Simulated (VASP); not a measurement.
Set up this calculation in VASP 6.6.1, as the native input.

| Quantity | Value |
| --- | --- |
| Task | relaxation of shape and atoms at fixed volume |
| Functional | PBEsol |
| Potentials or basis | VASP PAW PBE potentials, release 64 (Si) |
| Cutoff | 600 eV |
| k mesh | 18 × 18 × 15 |
| Occupations | methfessel-paxton, width 0.1 eV |
| Spin | no spin polarisation |
| Further INCAR settings | ALGO = Normal; EDIFF = 1e-07; IBRION = 2; EDIFFG = -0.01; NSW = 40; ISIF = 4 |

The structure of Si lies in POSCAR:

```
Si                                      
1.0
    2.6725590392      0.0000000000      0.0000000000
   -1.3362795196      2.3145040210      0.0000000000
    0.0000000000      0.0000000000      2.5302221903
  Si            
     1
Direct
     0.0000000000000000    0.0000000000000000    0.0000000000000000
```

This isn't the form of Si at room conditions, which is diamond.

The cell isn't the ideal one: a relaxed cell with its volume scaled by 1.06.

The input as run:

INCAR

```
SYSTEM = Si
ALGO = Normal
EDIFF = 1E-7
EDIFFG = -0.01
ENCUT = 600
GGA = PS
IBRION = 2
ISIF = 4
ISMEAR = 1
LASPH = .TRUE.
LCHARG = .FALSE.
LREAL = .FALSE.
LWAVE = .FALSE.
NELM = 80
NSW = 40
PREC = Accurate
SIGMA = 0.1
```

KPOINTS

```
k-points
0
G
  18 18 15
  0 0 0
```

Potentials or basis: VASP PAW PBE potentials, release 64 (Si).

The run is started by

```bash
$ cat potpaw_PBE.64/Si/POTCAR > POTCAR
$ mpirun -np 1 vasp_std > vasp.out
```

It gave:

| Item | Value |
| --- | --- |
| Energy gained by relaxing | 0.0 meV/atom |
| Ionic steps | 2 |
| Pressure after relaxing | -5.9 GPa |
| Band gap on the k mesh | none (metal or under the smearing width) |

Caveat: the PAW data sets were made with another functional, which shifts forces and pressure a little.

Wall time 16 s on 1 thread of Intel(R) Xeon(R) Platinum 8488C (Sapphire Rapids), on a shared host, peak memory 0.15 GiB.
